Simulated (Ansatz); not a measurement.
# BeTe: the band gap up the ladder of functionals

An exercise on one series of results from a longer session: the logs are not shown, and one member is left open.

The runs shown are made with Ansatz 0.2.0. PAW datasets, plane waves. Spin-unpolarised throughout; all numbers are computed.

### The system as given

The cell was relaxed beforehand with r2SCAN.

It is cubic, F-43m (No. 216); conventional cell a = 5.657 Å, 22.63 Å³ an atom. Be has 4 Te at 2.45 Å; Te has 4 Be at 2.45 Å.

Structure file:

```
CELL_PARAMETERS angstrom
0.00000 2.82862 2.82862
2.82862 0.00000 2.82862
2.82862 2.82862 0.00000
ATOMIC_POSITIONS crystal
Be 0.00000 0.00000 0.00000
Te 0.25000 0.25000 0.25000
```

Set-up of the first run:

input.yaml reads:

```yaml
crystal:
  lattice:
    - [0.0, 2.8286236282, 2.8286236282]
    - [2.8286236282, 0.0, 2.8286236282]
    - [2.8286236282, 2.8286236282, 0.0]
  atoms:
    - { symbol: Be, position: [0.0, 0.0, 0.0] }
    - { symbol: Te, position: [0.25, 0.25, 0.25] }
kpoints:
  mp_grid: { grid: [8, 8, 8] }
  band_path:
    path:
      - [[0.0, 0.0, 0.0], [-0.5, -0.5, -1.477115946212e-33], [-0.375, -0.375, 0.25]]
      - [[-0.375, -4.769705469816e-18, 0.375], [0.0, 0.0, 0.0], [-3.179803646544e-18, -3.179803646544e-18, 0.5], [-0.5, -0.25, 0.25], [-0.5, -0.5, -1.477115946212e-33]]
    npoints: 10
hamiltonian:
  xc: pbe
scf:
  occupations: { method: fermi_dirac, width: 0.02 }
  n_extra_bands: 4
output:
  forces: true
  stress: true
  eigenvalues: true
```

Run with:

```
$ ansatz run input.yaml --threads 2 --pin off --max-ram 2211MiB --backend cpu --events-out ev --progress --plain --runs-dir out
```

Among the steps run: Band structure with PBE; r2SCAN; Single point with HSE06; PBE+SOC; G0W0 on PBE; PBE0.

One table of the session follows, with a row left open; its other results are not shown here.

| level | gap (eV) |
| --- | --- |
| PBE | 2.02 |
| r2SCAN | 2.38 |
| HSE06 | 2.69 |
| PBE+SOC | ? |
| G0W0@PBE (135 empty bands) | 2.80 |
| PBE0 | 3.35 |

**Question.** Estimate the row for PBE+SOC.

The run gave: gap (eV): 1.73. In the column «gap (eV)» it is the lowest.

Meshes: PBE 8×8×8, r2SCAN 8×8×8, HSE06 6×6×6, PBE+SOC 8×8×8, PBE0 6×6×6

In words: PBE+SOC gives the least gap, 1.73 eV, and PBE0 the largest, 3.35 eV. Against G0W0@PBE, PBE is short by 0.78 eV, at 72 % of it, and r2SCAN 85 %. PBE0 lies 0.65 eV above HSE06, which differs from it by screening the long-range exchange. G0W0 here is at a finite number of bands, screening cutoff and k mesh, not at the basis limit.

To keep in mind: Warnings in the runs' records: stress exchange threshold loose, stress scf threshold loose.
